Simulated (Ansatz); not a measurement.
**HgTe: a single-point run**

Aim: a sound single-point run of HgTe. The structure is shown as the input types it.

Program: Ansatz 0.2.0. Level of theory: DFT, PBE, PAW with Ansatz's default frozen-core files, fully relativistic files with spin-orbit coupling (as first typed). These are calculated values, not measurements.

## Step 1: Starting point

The structure is cubic, space group Fm-3m (No. 225). The conventional cell has a = 11.042 Å, b = 11.042 Å, c = 11.042 Å, α = 90.00°, β = 90.00°, γ = 90.00°.

As a file:

```cif
data_structure
_symmetry_space_group_name_H-M 'Fm-3m'
_symmetry_Int_Tables_number 225
_cell_length_a 11.0417
_cell_length_b 11.0417
_cell_length_c 11.0417
_cell_angle_alpha 90.000
_cell_angle_beta 90.000
_cell_angle_gamma 90.000
_cell_volume 1346.18
loop_
_atom_site_label
_atom_site_type_symbol
_atom_site_symmetry_multiplicity
_atom_site_Wyckoff_symbol
_atom_site_fract_x
_atom_site_fract_y
_atom_site_fract_z
_atom_site_occupancy
Hg1 Hg 4 a 0.00000 0.00000 0.00000 1
Te1 Te 4 b 0.50000 0.00000 0.00000 1
```

## Step 2: Input and run

File input.yaml:

```yaml
crystal:
  lattice:
    - [0.0, 5.5208348, 5.5208348]
    - [5.5208348, 0.0, 5.5208348]
    - [5.5208348, 5.5208348, 0.0]
  atoms:
    - { symbol: Hg, position: [0.0, 0.0, 0.0] }
    - { symbol: Te, position: [0.5, 0.5, 0.5] }
kpoints:
  mp_grid: { grid: [12, 12, 12] }
  band_path:
    path:
      - [0.0, 0.0, 0.0]
      - [0.5, 0.0, 0.5]
      - [0.625, 0.25, 0.625]
      - [0.375, 0.375, 0.75]
      - [0.0, 0.0, 0.0]
      - [0.5, 0.5, 0.5]
      - [0.5, 0.25, 0.75]
      - [0.5, 0.0, 0.5]
    npoints: 5
scf:
  occupations: { method: fermi_dirac, width: 0.08 }
  max_iter: 80
hamiltonian:
  xc: pbe
  pseudopotentials: { kind: paw_fr }
output:
  forces: true
  stress: true
  eigenvalues: true
  efg: { contact_densities: true }
magnetization:
  noncollinear: true
  spin_orbit: true
```

On the command line:

```sh
$ ansatz run input.yaml --threads 1 --pin off --max-ram 2048MiB --backend cpu --events-out ev --progress --plain --runs-dir out
```

What happens when this is run?

The run converged and reported no error. Convergence says nothing about whether the input makes sense.

A unit slip: numbers in bohr are taken as ångström. The shortest distance in the input is 5.52 Å, between atoms 1 (Hg) and 2 (Te).

What to do: divide the lengths by 1.8897.
